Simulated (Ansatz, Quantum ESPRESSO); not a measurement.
## Au: the pressure in 2 programs

The cell as given:

It takes space group Im-3m (No. 229, cubic). Conventional cell: a = 3.315 Å, b = 3.315 Å, c = 3.315 Å, α = 90.00°, β = 90.00°, γ = 90.00°. Around Au (site symmetry m-3m) lie 8 Au at 2.87 Å.

This isn't the form of Au at room conditions, which is fcc.

Kept alike: task relaxation of cell and atoms; functional PBEsol; k mesh 11 × 11 × 11; occupations fermi-dirac, width 0.05 eV; no spin polarisation. The mesh is that of the run's cell of 1 atom. No spin-orbit coupling.

- A: Ansatz, all-electron LAPW, scalar-relativistic
- B: Quantum ESPRESSO, GBRV 1.5 PBEsol, cutoff 707 eV

```csv
pressure (GPa),A: volume (Å³/atom),B: volume (Å³/atom)
0,17.084,17.053
5,16.626,16.595
10,16.239,16.211
20,15.610,15.586
```

Values hold for each row's relaxed cell, which stops near the pressure aimed at. The runs follow the start's structure, whether or not it is the stable one at these pressures.

Q: How large is the effect of the pressure, and do the programs agree on it?

A: From 0 to 20 GPa the volume moves by -1.474 in A, -1.467 in B (Å³/atom). Row by row the programs differ by 0.024 to 0.031, and over this span the shifts, as printed, agree within 1 %.

Both programs show bcc gold shrinking steadily and growing stiffer as it does so: the first 5 GPa remove more volume than the next 5, and the step from 10 to 20 GPa removes less than the first 10 did. This is the usual response of a dense late transition metal. The filled 5d shells of neighbouring atoms already overlap appreciably, so pushing them closer raises the Pauli repulsion steeply, while the kinetic energy of the sp electrons also climbs. The cohesion from the 6s electrons and their mixing with 5d states offsets less and less of this cost.

The all-electron volume is the larger one in every row, by an amount that is small beside the compression and changes little with pressure. Such an offset probably stems from the pseudopotential or other numerical settings, and it largely cancels in the volume change. The agreement therefore supports the computed compression curve for this structure, but as both programs share one functional, it doesn't test how well that functional describes gold.
